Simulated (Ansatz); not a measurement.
**Ni3Ge: how the plane-wave cutoff moves the results**

Level of theory: Ansatz, DFT r2SCAN, scalar-relativistic, plane waves, PAW.

```
Ni Ge
1.0
     3.49213    0.03304    0.01335
     0.03304    3.51891   -0.03450
     0.01335   -0.03450    3.51994
Ni Ge
3 1
Direct
  0.47395 0.02326 0.51244
  0.97756 0.46256 0.49582
  0.46633 0.50021 0.96366
  0.99678 0.02759 0.99531
```

* Γ-centred k-mesh: 8×8×8
* occupation rule: Gaussian smearing, 0.1 eV
* spin treatment: unpolarised
* valence charge of the PAW sets: Ni 18, Ge 14

The atoms stay fixed while the plane-wave cutoff is varied. ΔE is the energy extrapolated to zero smearing, less that of the reference run (600 eV). The cell was strained and its atoms displaced at random, so that forces don't vanish. Pressure is positive in compression and holds a correction for the finite cutoff (Pulay stress).

Times are rough; the reference took 68 s on 1 thread of Intel(R) Xeon(R) 6975P-C (Granite Rapids), on a shared host, peak memory 0.85 GiB.

```csv
cutoff (eV),ΔE (meV/atom),P (GPa),largest change of a force component (eV/Å),plane waves at Γ,wall time (s)
200,13347,9.05,0.803,257,21
250,2121,12.39,0.564,389,22
300,232,12.81,0.063,487,25
350,18.9,11.05,0.022,639,31
500,1.56,10.90,0.002,1099,54
600,0.00,10.91,0.000,1407,68
```